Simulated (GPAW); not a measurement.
# Sb (R-3m) in GPAW: settings compared, part 2 of 2

GPAW 26.7.0. The steps go on from the part before.

### Step 4. Band structure, LDA

run.py reads:

```python
from ase.dft.bandgap import bandgap
from ase.io import read, write
from ase.units import GPa
from gpaw import GPAW, PW

atoms = read('Sb.xyz')

calc = GPAW(mode=PW(600),
            xc='LDA',
            kpts={'size': (8, 8, 8), 'gamma': True},
            occupations={'name': 'fermi-dirac', 'width': 0.05},
            nbands=25,
            convergence={'density': 1e-05, 'energy': 1e-05},
            maxiter=150,
            txt='gpaw.txt')
atoms.calc = calc
energy = atoms.get_potential_energy()
forces = atoms.get_forces()
stress = atoms.get_stress()
calc.write('gs.gpw')
write('result.traj', atoms)
print(f'Energy: {energy:.6f} eV')
print('Forces (eV/A):')
print(forces.round(4))
print('Stress (GPa):', (stress / GPa).round(3))
print('Fermi level:', round(calc.get_fermi_level(), 4), 'eV')
print(f'Gap: {bandgap(calc)[0]:.4f} eV, direct: {bandgap(calc, direct=True)[0]:.4f} eV')

path = atoms.cell.bandpath('GLB1,BZGX,QFP1Z,LP', npoints=100, eps=1e-4)
bs_calc = calc.fixed_density(kpts=path, symmetry='off', nbands=40,
                             convergence={'bands': 'CBM+6.0', 'eigenstates': 1e-6}, txt='bands.txt')
bs = bs_calc.band_structure()
bs.write('bs.json')
print(f'Gap on the path: {bandgap(bs_calc)[0]:.4f} eV')
```

Sb.xyz reads:

```xyz
2
Lattice="2.1542000000 1.2437279499 3.7580000000 -2.1542000000 1.2437279499 3.7580000000 0.0000000000 -2.4874558998 3.7580000000" Properties=species:S:1:pos:R:3 pbc="T T T"
Sb     0.0000000000      0.0000000000      8.6416337400
Sb     0.0000000000      0.0000000000      2.6323662600
```

Potentials or basis: the program's PAW data sets (release 1.2.1) made for this functional, pw.

Launch:

```console
$ OMP_NUM_THREADS=1 python run.py
```

gpaw.txt:

```text
__  _  _
 | _ |_)|_||  |
 |__||  | ||/\| - 26.7.0

Input parameters:
  mode=PW(ecut=600.0),
  convergence={'density': 1e-05, 'energy': 1e-05},
  kpts=MonkhorstPack(size=(8, 8, 8), gamma=True),
  maxiter=150,
  nbands=25,
  occupations=Occupations(name='fermi-dirac', width=0.05),
  xc=XC(name='LDA')

Diagonalizing LCAO Hamiltonian
Converting LCAO to pw mode

       Sb

       Sb

Atoms  # Å, Bohr magnetons
|   | symbol |        x |        y |        z |    initial magnetic moments |
|---|--------|----------|----------|----------|-----------------------------|
| 0 |     Sb | 0.000000 | 0.000000 | 8.641634 | ( 0.0000,  0.0000,  0.0000) |
| 1 |     Sb | 0.000000 | 0.000000 | 2.632366 | ( 0.0000,  0.0000,  0.0000) |

Unit cell  # Å
| periodic |         x |         y |        z |  lengths |    angles |
|----------|-----------|-----------|----------|----------|-----------|
|      yes |  2.154200 |  1.243728 | 3.758000 | 4.506662 | 57.110173 |
|      yes | -2.154200 |  1.243728 | 3.758000 | 4.506662 | 57.110173 |
|      yes |  0.000000 | -2.487456 | 3.758000 | 4.506662 | 57.110173 |

Number of symmetries: 12
Symmetry operations  # r_c * U_cc + t_c -> r_c
|    | kind |            matrix            |
|----|------|------------------------------|
|  0 |  E   |  1, 0, 0,  0, 1, 0,  0, 0, 1 |
|  1 |  σ   |  1, 0, 0,  0, 0, 1,  0, 1, 0 |
|  2 |  σ   |  0, 1, 0,  1, 0, 0,  0, 0, 1 |
|  3 |  C3  |  0, 1, 0,  0, 0, 1,  1, 0, 0 |
|  4 |  C3  |  0, 0, 1,  1, 0, 0,  0, 1, 0 |
|  5 |  σ   |  0, 0, 1,  0, 1, 0,  1, 0, 0 |
|  6 |  C2  |  0, 0,-1,  0,-1, 0, -1, 0, 0 |
|  7 |  S6  |  0, 0,-1, -1, 0, 0,  0,-1, 0 |
|  8 |  S6  |  0,-1, 0,  0, 0,-1, -1, 0, 0 |
|  9 |  C2  |  0,-1, 0, -1, 0, 0,  0, 0,-1 |
| 10 |  C2  | -1, 0, 0,  0, 0,-1,  0,-1, 0 |
| 11 |  i   | -1, 0, 0,  0,-1, 0,  0, 0,-1 |

BZ-sampling:
  Number of BZ points: 512
  Number of IBZ points: 65

  Monkhorst-Pack size: [8, 8, 8]
  Monkhorst-Pack shift: [0.0625, 0.0625, 0.0625]

K-points  # in reciprocal-cell coordinates
|     |                                coordinates |     weight |
|-----|--------------------------------------------|------------|
|   0 | (  0.00000000,   0.00000000,   0.00000000) | 0.00195312 |
|   1 | (  0.12500000,   0.00000000,  -0.12500000) | 0.01171875 |
|   2 | (  0.12500000,   0.00000000,   0.00000000) | 0.01171875 |
|   3 | (  0.12500000,   0.12500000,  -0.12500000) | 0.01171875 |
|   4 | (  0.12500000,   0.12500000,   0.00000000) | 0.01171875 |
|   5 | (  0.12500000,   0.12500000,   0.12500000) | 0.00390625 |
|   6 | (  0.25000000,  -0.12500000,  -0.12500000) | 0.01171875 |
|   7 | (  0.25000000,   0.00000000,  -0.25000000) | 0.01171875 |
|   8 | (  0.25000000,   0.00000000,  -0.12500000) | 0.02343750 |
|   9 | (  0.25000000,   0.00000000,   0.00000000) | 0.01171875 |
| ... |                                            |            |
|  64 | (  0.50000000,   0.50000000,   0.50000000) | 0.00195312 |

Plane wave coefficients: 2032
Cutoff: 600.0 eV

Spin-components: 1 (collinear spins)
Bands:           25
Projectors:      12
Spin-degeneracy: 2
Datatype:        complex128

Parallelization:
  kpt:    1
  domain: 1
  band:   1

Density:
  Valence electrons: 30.0
  Components: 1
  Grid points: [27 27 27]
  Charge: 0.0  # |e|

Potential:
  Grid points: [27 27 27]

species:
  Sb:
    name:    Antimony
    Z:       51.0
    valence: 15
    core:    36
    charge:  0.0  # [|e|]
    compensation charges:
      type: gauss
      rc: 0.36  # [Å]
      lmax: 2
    cutoffs:
      filter: 2.23  # [Å]
      core: 2.23  # [Å]
    projectors
    | kind |    occ | energy [eV] | rcut [Å] |
    |------|--------|-------------|----------|
    |   5s |  2.000 |     -13.069 |    1.154 |
    |   5p |  3.000 |      -4.994 |    1.233 |
    |   4d | 10.000 |     -33.564 |    1.196 |
    |    s |        |      14.142 |    1.154 |
    |    p |        |      22.217 |    1.233 |
    |    d |        |      -6.353 |    1.196 |

    Using partial waves for Sb as LCAO basis

Reference energy: -352264.872612  # eV

eigensolver:
  PPCG
  Converge bands: occupied
  niter=2

density mixing:
  MSR1-Mixer
  Pratt-step length: 0.05
  Maximum mixing coefficient: 0.75
  Old densities: 10
  SVD Regularization: 0.005
  Good broyden scale: 1.0
  Trust region scale: 1.0
  Backstep threshold: 4.0
  History deletion threshold: 6.0
  Fourier metric: weight=20.0, sigma=0.015

occupation numbers:
  Fermi-Dirac:
    width: 0.0500  # eV

poisson solver:
  ecut: 4800.0  # eV

xc functional:
  name: None

convergence criteria:
- Maximum integral of absolute [dens]ity change: 1e-05 electrons / valence electron
- Maximum [total energy] change in last 3 cyles: 1e-05 eV / valence electron
- Maximum integral of absolute [eigenst]ate change: 4e-08 eV^2 / valence electron
maximum number of iterations: 150

SCF iterations
|iter     | |      energy | eigst |  dens |
|---------|-|-------------|-------|-------|
|iter:   1| |  -10.240346 | +0.41 |       |
|iter:   2| |  -10.245485 | -1.92 | -1.67 |
|iter:   3| |  -10.225529 | -2.86 | -1.70 |
|iter:   4| |  -10.224528 | -3.54 | -2.23 |
|iter:   5| |  -10.224624 | -4.76 | -3.01 |
|iter:   6| |  -10.224641c| -5.79 | -3.47 |
|iter:   7| |  -10.224641c| -7.15 | -4.38 |
|iter:   8| |  -10.224641c| -7.79c| -4.89 |
|iter:   9| |  -10.224641c| -8.05c| -6.01c|

Converged in 9 steps
Energy contributions relative to reference atoms: (reference = -352264.872612)

Energy contributions:
  Kinetic:          -1.837235
  Coulomb:           0.262481
  Zero:              0.379572
  External:          0.000000
  Xc:               -9.028098
  Entropy:          -0.002723
  Spinorbit:         0.000000
  ----------------------------
  Free energy:     -10.226003
  Extrapolated:    -10.224641

dipole moment: (-0.000000, 0.000000, -0.000002)  # |e|*Ang

Fermi level: 6.662
Eigenvalues  # (at kpt = [0.000, 0.000, 0.000])
| band index |      eig [eV] | occ [0-2] |
|------------|---------------|-----------|
|          0 |       -22.704 |     2.000 |
|        ... |               |           |
|          7 |       -22.496 |     2.000 |
|          8 |       -22.420 |     2.000 |
|          9 |       -22.420 |     2.000 |
|         10 |        -6.134 |     2.000 |
|         11 |         1.643 |     2.000 |
|         12 |         4.551 |     2.000 |
[... 8 lines left out ...]
|         21 |        13.218 |     0.000 |
|         22 |        13.757 |     0.000 |
|        ... |               |           |
|         24 |        14.247 |     0.000 |

No gap
No difference between direct/indirect transitions

Forces  # eV/Ang
|       x |        y |        z |
|---------|----------|----------|
| 0.00000 | -0.00000 |  0.01228 |  # Sb   0
| 0.00000 | -0.00000 | -0.01228 |  # Sb   1

Stress tensor  # eV/Ang^3
|        x |         y |         z |
|----------|-----------|-----------|
| 0.008621 |  0.000000 |  0.000000 |
| 0.000000 |  0.008621 | -0.000000 |
| 0.000000 | -0.000000 |  0.011162 |

# Writing to gs.gpw (mode='')
```

It took 3.1 min on 1 thread of Intel Xeon Platinum 8259CL at 2.50GHz (Skylake/Cascade Lake), shared host; peak memory 0.41 GiB.

What came out:

* Free energy: -10.2260 eV
* Pressure: -1.5 GPa
* Largest force: 0.012 eV/Å
* Band gap along the path: none (metal or under the smearing width)

Forces on the atoms (eV/Å):
```
Sb   0.000  0.000  0.012
Sb   0.000  0.000 -0.012
```

Levels at the corners of the path, in eV from the Fermi level:
```csv
point,band 12,band 13,band 14,band 15,band 16,band 17,band 18,band 19
Γ,-5.02,-2.11,-1.84,-1.84,2.02,2.62,2.62,5.16
L,-9.73,-1.97,-1.87,-0.35,-0.30,0.11,0.45,7.55
B1,-9.15,-5.01,-4.88,-0.80,0.61,4.56,4.63,5.92
B,-9.15,-5.01,-4.88,-0.80,0.61,4.56,4.63,5.92
Z,-9.08,-1.35,-1.35,-0.60,0.08,0.08,1.03,6.95
Γ,-5.02,-2.11,-1.84,-1.84,2.02,2.62,2.62,5.16
X,-9.22,-5.32,-3.21,-2.98,2.73,3.08,4.14,5.80
Q,-9.22,-5.32,-3.21,-2.98,2.73,3.08,4.14,5.80
F,-8.12,-5.48,-3.79,-3.69,1.52,4.81,5.40,6.76
P1,-8.83,-5.37,-3.25,-2.78,2.40,3.11,4.53,5.88
Z,-9.08,-1.35,-1.35,-0.60,0.08,0.08,1.03,6.95
L,-9.73,-1.97,-1.87,-0.35,-0.30,0.11,0.45,7.55
P,-8.83,-5.37,-3.25,-2.78,2.40,3.11,4.53,5.88
```

Caveat: spin-orbit coupling is left out, which moves the levels of the heavy elements.

### Step 5. Band structure, PBEsol

run.py: that of step 4 with these lines changed.

```diff
@@ -3,8 +3,10 @@
 from ase.units import GPa
-from gpaw import GPAW, PW
+from gpaw import GPAW, PW, setup_paths
 
-atoms = read('Sb.xyz')
+setup_paths.insert(0, '.')
+
+atoms = read('POSCAR')
 
 calc = GPAW(mode=PW(600),
-            xc='LDA',
+            xc='PBEsol',
             kpts={'size': (8, 8, 8), 'gamma': True},
@@ -28,3 +30,3 @@
 
-path = atoms.cell.bandpath('GLB1,BZGX,QFP1Z,LP', npoints=100, eps=1e-4)
+path = atoms.cell.bandpath('GLB1,BZGX,QFP1Z,LP', npoints=60, eps=1e-4)
 bs_calc = calc.fixed_density(kpts=path, symmetry='off', nbands=40,
```

POSCAR reads:

```
Sb
1.0
    2.1542000000      1.2437279499      3.7580000000
   -2.1542000000      1.2437279499      3.7580000000
    0.0000000000     -2.4874558998      3.7580000000
Sb
2
Direct
    0.7665100000      0.7665100000      0.7665100000
    0.2334900000      0.2334900000      0.2334900000
```

Potentials or basis: PAW data sets generated in the run's folder for this functional, pw.

Launch:

```console
$ gpaw-setup -f PBEsol Sb
$ OMP_NUM_THREADS=1 python run.py
```

Run time: 2.6 min. Hardware: 1 thread of Intel Xeon Platinum 8259CL at 2.50GHz (Skylake/Cascade Lake), shared host; peak memory 0.35 GiB.

It converged, with:

* Free energy: -9.6803 eV
* Pressure: -0.3 GPa
* Largest force: 0.086 eV/Å
* Band gap along the path: none (metal or under the smearing width)

Forces on the atoms (eV/Å):
```
Sb   0.000  0.000 -0.086
Sb   0.000  0.000  0.086
```

Stress tensor (GPa, compression positive):
```
-0.11  0.00  0.00
 0.00 -0.11  0.00
 0.00  0.00 -0.64
```

Levels at the corners of the path, in eV from the Fermi level:
| point | band 11 | band 12 | band 13 | band 14 | band 15 | band 16 | band 17 | band 18 | band 19 | band 20 |
| --- | --- | --- | --- | --- | --- | --- | --- | --- | --- | --- |
| Γ | -12.79 | -4.89 | -2.13 | -1.86 | -1.86 | 2.00 | 2.62 | 2.62 | 5.06 | 5.06 |
| L | -10.43 | -9.70 | -2.00 | -1.89 | -0.36 | -0.31 | 0.09 | 0.42 | 7.48 | 8.30 |
| B1 | -9.88 | -9.10 | -5.07 | -4.92 | -0.80 | 0.61 | 4.50 | 4.57 | 5.93 | 6.11 |
| B | -9.88 | -9.10 | -5.07 | -4.92 | -0.80 | 0.61 | 4.50 | 4.57 | 5.93 | 6.11 |
| Z | -11.25 | -9.05 | -1.38 | -1.38 | -0.58 | 0.06 | 0.06 | 1.03 | 6.90 | 8.87 |
| Γ | -12.79 | -4.89 | -2.13 | -1.86 | -1.86 | 2.00 | 2.62 | 2.62 | 5.06 | 5.06 |
| X | -9.89 | -9.18 | -5.38 | -3.25 | -3.00 | 2.73 | 3.11 | 4.05 | 5.84 | 7.20 |
| Q | -9.89 | -9.18 | -5.38 | -3.25 | -3.00 | 2.73 | 3.11 | 4.05 | 5.84 | 7.20 |
| F | -10.41 | -8.06 | -5.51 | -3.82 | -3.73 | 1.42 | 4.86 | 5.43 | 6.84 | 9.07 |
| P1 | -10.26 | -8.78 | -5.43 | -3.28 | -2.80 | 2.36 | 3.12 | 4.50 | 5.94 | 7.73 |
| Z | -11.25 | -9.05 | -1.38 | -1.38 | -0.58 | 0.06 | 0.06 | 1.03 | 6.90 | 8.87 |
| L | -10.43 | -9.70 | -2.00 | -1.89 | -0.36 | -0.31 | 0.09 | 0.42 | 7.48 | 8.30 |
| P | -10.26 | -8.78 | -5.43 | -3.28 | -2.80 | 2.36 | 3.12 | 4.50 | 5.94 | 7.73 |

Caveat: spin-orbit coupling is left out, which moves the levels of the heavy elements.

### Step 6. Summary

```tsv
level	potentials or basis	spin	k mesh	band points	spin axis theta (degrees)	spin axis phi (degrees)	soc after scf	pressure (GPa)	largest force (eV/Å)
PBE	GPAW PAW data sets (gpaw-data 1.2.1), pw	off	8 × 8 × 8	60	-	-	-	2.4	0.14
PBE	GPAW PAW data sets (gpaw-data 1.2.1), pw	SOC, no magnetisation	6 × 6 × 6	80	54.7	45	second variation	2.5	0.06
LDA	the program's PAW data sets (release 1.2.1) made for this functional, pw	off	8 × 8 × 8	100	-	-	-	-1.5	0.01
PBEsol	PAW data sets generated in the run's folder for this functional, pw	off	8 × 8 × 8	60	-	-	-	-0.3	0.09
```

Alike in all rows: task band structure; cell as given; cutoff (eV) 600; smearing fermi-dirac 0.05 eV.

Caveats: spin-orbit coupling is left out, which moves the levels of the heavy elements (some runs); spin-orbit coupling was added after a scalar SCF, so levels and gaps hold it while energy, forces, pressure and moments don't (some runs); this program's spin-orbit splittings come out too wide for heavy elements (some runs).

Absolute energies hang on the potentials; compare differences alone.
